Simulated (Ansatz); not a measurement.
Write the native input for Ansatz 0.2.0 that does the following.

- Task: single point
- Functional: PBE
- Potentials or basis: Ansatz PAW
- Cutoff: 420 eV (not typed: the program's choice for these potentials)
- k mesh: 9 × 9 × 9
- Occupations: gaussian, width 0.024 eV
- Spin: no spin polarisation

The system is AlRu.

```
CELL_PARAMETERS angstrom
2.99160 0.00000 0.00000
0.00000 2.99160 0.00000
0.00000 0.00000 2.99160
ATOMIC_POSITIONS crystal
Ru 0.50000 0.50000 0.50000
Al 0.00000 0.00000 0.00000
```

The input as run:

input.yaml

```yaml
crystal:
  lattice:
    - [2.9916, 0.0, 0.0]
    - [0.0, 2.9916, 0.0]
    - [0.0, 0.0, 2.9916]
  atoms:
    - { symbol: Ru, position: [0.5, 0.5, 0.5] }
    - { symbol: Al, position: [0.0, 0.0, 0.0] }
hamiltonian:
  xc: pbe
  pseudopotentials: { kind: paw }
kpoints:
  mp_grid: { grid: [9, 9, 9] }
scf:
  occupations: { method: gaussian, width: 0.024 }
output:
  forces: true
  stress: true
  eigenvalues: true
```

Potentials or basis: Ansatz PAW.

The run is started by

```sh
$ ansatz run input.yaml --threads 2 --pin off --max-ram 5632MiB --backend cpu --events-out ev --progress --plain --runs-dir out
```

Results of the run:

- Pressure: 2.5 GPa
- Band gap on the k mesh: none (metal or under the smearing width)

Wall time 1.5 s on 2 threads of Intel(R) Xeon(R) Processor @ 2.50GHz (Skylake/Cascade Lake) (shared host), peak memory 0.3 GiB.
